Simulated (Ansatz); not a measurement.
ZnS: moving S off its site

ZnS, F-43m, a = 5.409 Å (as given, not relaxed at this level: 1.4 GPa). The compound has several low-lying forms, and this is one of them. Ansatz: PBE, PAW, 420 eV, Γ-centred 10×10×10 mesh on 2 atoms, Gaussian smearing 0.05 eV; no spin polarisation.

```xyz
2
Lattice="0.0000 2.7046 2.7046 2.7046 0.0000 2.7046 2.7046 2.7046 0.0000" Properties=species:S:1:pos:R:3 pbc="T T T"
Zn    0.0000    0.0000    0.0000
S     4.0570    4.0570    4.0570
```

Atom 2 (S) moves by x along the unit vector (0.000, -0.707, -0.707), with its periodic images; all else is held. y is the free energy of the cell over the start, F the force along the path summed over the moved atoms. Symmetry makes y even in x.

| x (Å) | y (meV) | F (eV/Å) |
| --- | --- | --- |
| -0.1000 | ? | ? |
| -0.0500 | 7.17 | 0.29 |
| 0.0000 | 0.00 | 0.00 |
| 0.0125 | 0.45 | -0.07 |
| 0.0250 | 1.79 | -0.14 |
| 0.0375 | 4.03 | -0.22 |
| 0.0625 | 11.22 | -0.36 |
| 0.0750 | 16.17 | -0.43 |
| 0.0875 | 22.05 | -0.51 |

Q: Fit y = c2 x² + c4 x⁴ to the energies of the other rows, give the force constant, and predict energy and force of the missing row.

A: Least squares on the rows shown. y = 2862.7 x² + 2237.8 x⁴. The force constant is 2 c2 = 5.73 eV/Å² (for all images moving together, not for a lone atom). With two atoms in a cubic cell this is the optical mode at Γ without the LO field: ω = 521.5 √(2 c2/μ) = 269 cm⁻¹ for μ = 21.51 u. The force −dy/dx at the missing row is 0.58 eV/Å (computed 0.58). At x = -0.1000 the fit asked for gives 28.85 meV. The run gave 28.86 meV, so the fit is 0.01 meV too low, a small miss on the scale of the series.